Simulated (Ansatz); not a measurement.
Runs of Ansatz 0.2.0 on Hf. The structure is cubic, space group Im-3m (No. 229). The conventional cell has a = 3.610 Å, b = 3.610 Å, c = 3.610 Å, α = 90.00°, β = 90.00°, γ = 90.00°. Hf (site symmetry m-3m) has 8 Hf at 3.13 Å as nearest neighbours. This isn't the form of Hf at room conditions, which is hcp.

| task | level | spin | cell | k mesh | points for each segment of the path | gap on the mesh (eV) | pressure (GPa) | relaxed volume (Å³/atom) |
| --- | --- | --- | --- | --- | --- | --- | --- | --- |
| band structure | PBEsol | off | as given | 10 × 10 × 10 | 14 | none | -9.0 | - |
| band structure | LDA | SOC, no magnetisation | as given | 7 × 7 × 7 | 14 | none | -11.8 | - |
| relaxation of cell and atoms | PBEsol | off | relaxed | 10 × 10 × 10 | - | none | 0.0 | 21.30 |
| band structure | LDA | off | as given | 10 × 10 × 10 | 14 | none | (a) | - |
| relaxation of cell and atoms | LDA | off | relaxed | 10 × 10 × 10 | - | none | 0.0 | (b) |

Alike in all rows: potentials or basis Ansatz PAW; cutoff (eV) 420; smearing fermi-dirac 0.05 eV.

**Question.** Fill in the values left out.

**Answer.** (a) -12.6; (b) 20.42.

Caveats: the PAW data sets come from PBE, with cores solved anew for the run's functional, which leaves a small shift of forces and pressure; spin-orbit coupling is left out, which moves the levels of the heavy elements (some runs); the plane-wave basis is chosen anew once the cell has moved, so the energies of steps on either side of that aren't comparable (some runs); the volume moved by -13 % from the deposited cell, more than functionals usually miss (some runs).

A k mesh can miss the band edges, and rows without SOC leave out spin-orbit coupling on Hf.

A gap of «none» marks a metal or a gap under the smearing width.

Runs at the PBE level aren't shown here.
